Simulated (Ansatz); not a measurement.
Crystal: CuO.

```xyz
4
Lattice="3.4221 0.0000 0.0000 0.0000 3.4221 0.0000 0.0000 0.0000 4.2605" Properties=species:S:1:pos:R:3 pbc="T T T"
Cu    0.0000    1.7110    0.0000
Cu    1.7110    0.0000    2.1302
O     0.0000    0.0000    1.0651
O     0.0000    0.0000    3.1953
```

Measurements of this composition are mostly on another form, of space group No. 15.

* Program: Ansatz 0.2.0
* Task: single point
* Functional: PBE
* Potentials or basis: all-electron LAPW, scalar-relativistic
* Cutoff: 410 eV (chosen from the basis error)
* Basis error allowed: 0.001 eV/atom
* k mesh: 8 × 8 × 6
* Occupations: fermi-dirac, width 0.05 eV
* Spin: no spin polarisation

On this cell: pressure -2.8 GPa; largest force under 0.003 eV/Å; band gap on the k mesh none (metal or under the smearing width).

The same run follows on a disturbed copy (atoms moved at random, drawn with an rms of 0.05 Å):

```xyz
4
Lattice="3.4221 0.0000 0.0000 0.0000 3.4221 0.0000 0.0000 0.0000 4.2605" Properties=species:S:1:pos:R:3 pbc="T T T"
Cu    0.0143    1.6883   -0.0750
Cu    1.7290   -0.0318    2.1628
O    -0.0263   -0.0130    1.0794
O    -0.0242   -0.0071    3.1713
```

What does the disturbed cell give?

The energy (extrapolated to zero smearing) moves by +14.2 meV/atom; pressure -2.3 GPa; largest force 0.720 eV/Å; band gap on the k mesh none (metal or under the smearing width).

Forces in eV/Å, atoms in the order of the input:
```
Cu  -0.178  0.133  0.610
Cu  -0.494  0.091 -0.444
O    0.308 -0.099 -0.644
O    0.365 -0.126  0.478
```

Stress tensor (GPa, compression positive):
```
-13.95   0.04   0.25
  0.04 -14.50   0.15
  0.25   0.15  21.47
```

Caveats: the run has no spin polarisation, though such a crystal can be magnetic; semilocal functionals often make such compounds metallic where correlation or magnetic order opens a gap, which also shifts bond lengths.
